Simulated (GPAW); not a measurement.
# GaP (F-43m) in GPAW: notebook, part 2 of 2

GPAW 26.7.0.

**4. G0W0 quasiparticle levels, PBE**

run.py

```python
import json
import numpy as np
from ase import Atoms
from ase.dft.bandgap import bandgap
from ase.io import write
from gpaw import GPAW, PW
from gpaw.response.g0w0 import G0W0

atoms = Atoms(['Ga', 'P'],
              cell=[[0.0, 2.72525, 2.72525],
                    [2.72525, 0.0, 2.72525],
                    [2.72525, 2.72525, 0.0]],
              scaled_positions=[[0.0, 0.0, 0.0],
                                [0.75, 0.75, 0.75]],
              pbc=True)

calc = GPAW(mode=PW(450),
            xc='PBE',
            kpts={'size': (4, 4, 4), 'gamma': True},
            occupations={'name': 'fermi-dirac', 'width': 0.001},
            nbands=11,
            convergence={'density': 1e-06},
            maxiter=150,
            txt='gpaw.txt')
atoms.calc = calc
energy = atoms.get_potential_energy()
calc.write('gs.gpw')
write('result.traj', atoms)
print(f'Energy: {energy:.6f} eV')
print('Fermi level:', round(calc.get_fermi_level(), 4), 'eV')
print(f'Gap: {bandgap(calc)[0]:.4f} eV, direct: {bandgap(calc, direct=True)[0]:.4f} eV')

calc.diagonalize_full_hamiltonian(nbands=367)
calc.write('full.gpw', mode='all')

ibz = calc.get_ibz_k_points()
gap, vbm, cbm = bandgap(calc, output=None)
gap, direct, _ = bandgap(calc, direct=True, output=None)
gamma = int(np.abs(ibz).sum(1).argmin())
kpts = sorted({gamma, vbm[1], cbm[1], direct[1]})
gw = G0W0(calc='full.gpw',
          filename='gw',
          ecut=250,
          ecut_extrapolation=True,
          relbands=(-2, 2),
          kpts=kpts,
          integrate_gamma='WS',
          ppa=True)
gw.calculate()
results = {mode: {key: np.asarray(r[key]).tolist() for key in ['f', 'eps', 'vxc', 'exx', 'sigma', 'Z', 'qp', 'sigma_eskn']}
           for mode, r in gw.all_results.items()}
json.dump({'kpts': ibz[kpts].tolist(), 'results': results}, open('gw.json', 'w'))
for mode, r in results.items():
    f, qp = np.array(r['f']), np.array(r['qp'])
    print(mode, 'quasiparticle energies (eV):')
    print(qp.round(3))
    print(mode, 'gap:', round(qp[f < 0.5].min() - qp[f > 0.5].max(), 4), 'eV')
```

Potentials or basis: GPAW PAW data sets (gpaw-data 1.2.1), pw.

The run is started by

```
> OMP_NUM_THREADS=1 python run.py
```

gpaw.txt:

```text
__  _  _
 | _ |_)|_||  |
 |__||  | ||/\| - 26.7.0

Input parameters:
  mode=PW(ecut=450.00000000000006),
  convergence={'density': 1e-06},
  kpts=MonkhorstPack(size=(4, 4, 4), gamma=True),
  maxiter=150,
  nbands=11,
  occupations=Occupations(name='fermi-dirac', width=0.001),
  xc=XC(name='PBE')

Diagonalizing LCAO Hamiltonian
Converting LCAO to pw mode

                    P

       Ga

Atoms  # Å, Bohr magnetons
|   | symbol |        x |        y |        z |    initial magnetic moments |
|---|--------|----------|----------|----------|-----------------------------|
| 0 |     Ga | 0.000000 | 0.000000 | 0.000000 | ( 0.0000,  0.0000,  0.0000) |
| 1 |      P | 4.087875 | 4.087875 | 4.087875 | ( 0.0000,  0.0000,  0.0000) |

Unit cell  # Å
| periodic |        x |        y |        z |  lengths |    angles |
|----------|----------|----------|----------|----------|-----------|
|      yes | 0.000000 | 2.725250 | 2.725250 | 3.854086 | 60.000000 |
|      yes | 2.725250 | 0.000000 | 2.725250 | 3.854086 | 60.000000 |
|      yes | 2.725250 | 2.725250 | 0.000000 | 3.854086 | 60.000000 |

Number of symmetries: 24
Symmetry operations  # r_c * U_cc + t_c -> r_c
|    | kind |            matrix            |
|----|------|------------------------------|
|  0 |  E   |  1, 0, 0,  0, 1, 0,  0, 0, 1 |
|  1 |  σ   |  1, 0, 0,  0, 0, 1,  0, 1, 0 |
|  2 |  σ   |  1, 0,-1,  0, 1,-1,  0, 0,-1 |
|  3 |  C3  |  1, 0,-1,  0, 0,-1,  0, 1,-1 |
|  4 |  C3  |  1,-1, 0,  0,-1, 1,  0,-1, 0 |
|  5 |  σ   |  1,-1, 0,  0,-1, 0,  0,-1, 1 |
|  6 |  σ   |  0, 1, 0,  1, 0, 0,  0, 0, 1 |
|  7 |  C3  |  0, 1, 0,  0, 0, 1,  1, 0, 0 |
|  8 |  C2  |  0, 1,-1,  1, 0,-1,  0, 0,-1 |
|  9 |  S4  |  0, 1,-1,  0, 0,-1,  1, 0,-1 |
| 10 |  C3  |  0, 0, 1,  1, 0, 0,  0, 1, 0 |
| 11 |  σ   |  0, 0, 1,  0, 1, 0,  1, 0, 0 |
| 12 |  S4  |  0, 0,-1,  1, 0,-1,  0, 1,-1 |
| 13 |  C3  |  0, 0,-1,  0, 1,-1,  1, 0,-1 |
| 14 |  S4  |  0,-1, 1,  1,-1, 0,  0,-1, 0 |
| 15 |  C2  |  0,-1, 1,  0,-1, 0,  1,-1, 0 |
| 16 |  C3  |  0,-1, 0,  1,-1, 0,  0,-1, 1 |
| 17 |  S4  |  0,-1, 0,  0,-1, 1,  1,-1, 0 |
| 18 |  S4  | -1, 1, 0, -1, 0, 1, -1, 0, 0 |
| 19 |  C3  | -1, 1, 0, -1, 0, 0, -1, 0, 1 |
| 20 |  C3  | -1, 0, 1, -1, 1, 0, -1, 0, 0 |
| 21 |  S4  | -1, 0, 1, -1, 0, 0, -1, 1, 0 |
| 22 |  σ   | -1, 0, 0, -1, 1, 0, -1, 0, 1 |
| 23 |  C2  | -1, 0, 0, -1, 0, 1, -1, 1, 0 |

BZ-sampling:
  Number of BZ points: 64
  Number of IBZ points: 8

  Monkhorst-Pack size: [4, 4, 4]
  Monkhorst-Pack shift: [0.125, 0.125, 0.125]

K-points  # in reciprocal-cell coordinates
|   |                                coordinates |     weight |
|---|--------------------------------------------|------------|
| 0 | (  0.00000000,   0.00000000,   0.00000000) | 0.01562500 |
| 1 | (  0.25000000,   0.25000000,   0.00000000) | 0.09375000 |
| 2 | (  0.25000000,   0.25000000,   0.25000000) | 0.12500000 |
| 3 | (  0.50000000,   0.25000000,  -0.25000000) | 0.09375000 |
| 4 | (  0.50000000,   0.25000000,   0.25000000) | 0.18750000 |
| 5 | (  0.50000000,   0.50000000,   0.00000000) | 0.04687500 |
| 6 | (  0.50000000,   0.50000000,   0.25000000) | 0.37500000 |
| 7 | (  0.50000000,   0.50000000,   0.50000000) | 0.06250000 |

Plane wave coefficients: 893
Cutoff: 450.00000000000006 eV

Spin-components: 1 (collinear spins)
Bands:           11
Projectors:      10
Spin-degeneracy: 2
Datatype:        complex128

Parallelization:
  kpt:    1
  domain: 1
  band:   1

Density:
  Valence electrons: 8.0
  Components: 1
  Grid points: [20 20 20]
  Charge: 0.0  # |e|

Potential:
  Grid points: [20 20 20]

species:
  Ga:
    name:    Gallium
    Z:       31.0
    valence: 3
    core:    28
    charge:  0.0  # [|e|]
    compensation charges:
      type: gauss
      rc: 0.37  # [Å]
      lmax: 2
    cutoffs:
      filter: 2.06  # [Å]
      core: 4.17  # [Å]
    projectors
    | kind |    occ | energy [eV] | rcut [Å] |
    |------|--------|-------------|----------|
    |   4s |  2.000 |      -8.945 |    1.164 |
    |   4p |  1.000 |      -2.580 |    1.164 |
    |    s |        |      18.266 |    1.164 |
    |    p |        |      24.631 |    1.164 |
    |    d |        |       0.000 |    1.164 |

    Using partial waves for Ga as LCAO basis

  P:
    name:    Phosphorus
    Z:       15.0
    valence: 5
    core:    10
    charge:  0.0  # [|e|]
    compensation charges:
      type: gauss
      rc: 0.30  # [Å]
      lmax: 2
    cutoffs:
      filter: 1.69  # [Å]
      core: 1.81  # [Å]
    projectors
    | kind |    occ | energy [eV] | rcut [Å] |
    |------|--------|-------------|----------|
    |   3s |  2.000 |     -13.968 |    0.953 |
    |   3p |  3.000 |      -5.506 |    0.953 |
    |    s |        |      13.244 |    0.953 |
    |    p |        |      21.705 |    0.953 |
    |    d |        |       0.000 |    0.953 |

    Using partial waves for P as LCAO basis

Reference energy: -62187.585188  # eV

eigensolver:
  PPCG
  Converge bands: occupied
  niter=2

density mixing:
  MSR1-Mixer
  Pratt-step length: 0.05
  Maximum mixing coefficient: 0.75
  Old densities: 10
  SVD Regularization: 0.005
  Good broyden scale: 1.0
  Trust region scale: 1.0
  Backstep threshold: 4.0
  History deletion threshold: 6.0
  Fourier metric: weight=20.0, sigma=0.015

occupation numbers:
  Fermi-Dirac:
    width: 0.0010  # eV

poisson solver:
  ecut: 3600.0000000000005  # eV

xc functional:
  name: PBE with 2 nearest neighbor stencil

convergence criteria:
- Maximum integral of absolute [dens]ity change: 1e-06 electrons / valence electron
- Maximum [total energy] change in last 3 cyles: 0.0005 eV / valence electron
- Maximum integral of absolute [eigenst]ate change: 4e-08 eV^2 / valence electron
maximum number of iterations: 150

SCF iterations
|iter     | |      energy | eigst |  dens |
|---------|-|-------------|-------|-------|
|iter:   1| |   -9.103122 | -0.30 |       |
|iter:   2| |   -9.063826 | -2.36 | -0.81 |
|iter:   3| |   -8.894665 | -1.85 | -0.85 |
|iter:   4| |   -8.896258 | -3.44 | -1.49 |
|iter:   5| |   -8.896627c| -4.32 | -2.02 |
|iter:   6| |   -8.896667c| -5.61 | -2.76 |
|iter:   7| |   -8.896667c| -7.25 | -3.74 |
|iter:   8| |   -8.896667c| -7.60c| -4.30 |
|iter:   9| |   -8.896667c| -8.65c| -5.34 |
|iter:  10| |   -8.896667c| -9.22c| -5.88 |
|iter:  11| |   -8.896667c| -9.91c| -6.65c|

Converged in 11 steps
Energy contributions relative to reference atoms: (reference = -62187.585188)

Energy contributions:
  Kinetic:          24.874426
  Coulomb:         -21.594652
  Zero:              0.014544
  External:          0.000000
  Xc:              -12.190984
  Entropy:          -0.000000
  Spinorbit:         0.000000
  ----------------------------
  Free energy:      -8.896667
  Extrapolated:     -8.896667

dipole moment: (-10.834640, -10.834640, -10.834640)  # |e|*Ang

Fermi level: 5.492
Eigenvalues  # (at kpt = [0.000, 0.000, 0.000])
| band index |      eig [eV] | occ [0-2] |
|------------|---------------|-----------|
|          0 |        -7.471 |     2.000 |
|          1 |         5.001 |     2.000 |
|          2 |         5.001 |     2.000 |
|          3 |         5.001 |     2.000 |
|          4 |         6.885 |     0.000 |
|          5 |         8.901 |     0.000 |
|          6 |         8.901 |     0.000 |
|          7 |         8.901 |     0.000 |
|          8 |        13.862 |     0.000 |
|          9 |        14.677 |     0.000 |
|         10 |        14.677 |     0.000 |

Gap: 1.642 eV
Transition (v -> c):
  (s=0, k=0, n=3, [0.00, 0.00, 0.00]) -> (s=0, k=5, n=4, [0.50, 0.50, 0.00])
Direct/indirect transitions are different
Direct gap: 1.885 eV
Transition at: (s=0, k=0, n=3, [0.00, 0.00, 0.00])
# Writing to gs.gpw (mode='')

Matrix size: 893x893
# Writing to full.gpw (mode='all')
```

It took 23 min on 1 thread of Arm Neoverse V1, shared host; peak memory 0.38 GiB.

What came out:

```yaml
Free_energy: -8.8967 eV
Band_gap_on_the_k_mesh_mean-field_level: 1.64 eV, indirect (least direct gap 1.88 eV)
Quasiparticle_gap: 2.27 eV
Least_direct_quasiparticle_gap: 3.02 eV
```

Levels at points of the mesh, in eV from the valence-band top:
```
           k point  band 1  band 2  band 3  band 4  band 5  band 6  band 7
(0.00, 0.00, 0.00)  -12.47    0.00    0.00    0.00    1.88    3.90    3.90
(0.50, 0.50, 0.00)   -9.65   -6.74   -2.68   -2.68    1.64    1.83   10.62
(0.50, 0.50, 0.50)  -10.54   -6.62   -1.12   -1.12    1.71    4.72    4.72
```

Caveat: the k mesh is coarse (spacing up to 0.50 Å⁻¹), so the values aren't converged; the quasiparticle gap is taken among the few k points that were corrected; the long-wavelength limit can be off by a per cent or two. A k mesh can miss the band edges.

**5. Comparison with measurements**

Step 3. Against the measured bulk modulus of GaP, 87.5 GPa (“Phosphorous dimerization in GaP at high pressure”, 2017, arxiv:1709.06667), the calculated 92 GPa is off by +5.4 %. The fit is for a static lattice scaled at fixed shape and fixed fractional positions.
